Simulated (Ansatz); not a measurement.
The cell is MgO in the wurtzite structure; cell and atoms were relaxed with r2SCAN. The symmetry is P6_3mc (No. 186, hexagonal); a = 3.288 Å, c = 5.034 Å in the conventional setting, 11.79 Å³ an atom. Around Mg lie 4 O at 1.97–1.99 Å; around O lie 4 Mg at 1.97–1.99 Å.

```
Mg O
1.0
     3.28822    0.00000    0.00000
    -1.64411    2.84768    0.00000
     0.00000    0.00000    5.03437
Mg O
2 2
Direct
  0.33333 0.66667 0.99016
  0.66667 0.33333 0.49016
  0.33333 0.66667 0.38484
  0.66667 0.33333 0.88484
```

5 runs of the plane-wave code Ansatz on this cell differ in the functional (and in the settings that go with it). Levels are in eV from each run's valence top; v1 is the last filled band, c1 the first empty one.

Run A, mean stress 0.0 GPa (compression positive):

| point | v2 | v1 | c1 | c2 |
| --- | --- | --- | --- | --- |
| Γ | -0.39 | 0.00 | 5.87 | 11.15 |
| M | -0.85 | -0.51 | 10.36 | 10.58 |
| K | -1.26 | -1.26 | 10.78 | 10.93 |

Run B, mean stress -1.2 GPa (compression positive):

| point | v2 | v1 | c1 | c2 |
| --- | --- | --- | --- | --- |
| Γ | -0.40 | 0.00 | 6.66 | 12.02 |
| M | -0.87 | -0.53 | 11.19 | 11.42 |
| K | -1.29 | -1.29 | 11.58 | 11.78 |

Run C, mean stress -0.9 GPa (compression positive):

| point | v2 | v1 | c1 | c2 |
| --- | --- | --- | --- | --- |
| Γ | -0.38 | 0.00 | 5.04 | 10.36 |
| M | -0.81 | -0.48 | 9.48 | 9.73 |
| K | -1.20 | -1.20 | 9.92 | 10.03 |

Run D, mean stress -3.7 GPa (compression positive):

| point | v2 | v1 | c1 | c2 |
| --- | --- | --- | --- | --- |
| Γ | -0.37 | 0.00 | 3.44 | 8.38 |
| M | -0.80 | -0.46 | 7.70 | 7.90 |
| K | -1.18 | -1.18 | 8.17 | 8.23 |

Run E, mean stress +3.9 GPa (compression positive):

| point | v2 | v1 | c1 | c2 |
| --- | --- | --- | --- | --- |
| Γ | -0.36 | 0.00 | 3.56 | 8.59 |
| M | -0.78 | -0.46 | 7.88 | 8.11 |
| K | -1.16 | -1.16 | 8.39 | 8.40 |

Q: Match the runs to LDA, PBE, r2SCANh, DDH-PBE0, PBE0.

A: A is PBE0, B is DDH-PBE0, C is r2SCANh, D is LDA, E is PBE. In order of the gap: LDA 3.44, PBE 3.56, r2SCANh 5.04, PBE0 5.87, DDH-PBE0 6.66 eV.

All values are calculated for a non-magnetic cell, which may be hypothetical.

The stress of a hybrid is loosely converged in these runs.

The meshes of the hybrids are coarse, so their gaps aren't converged to the digits shown.
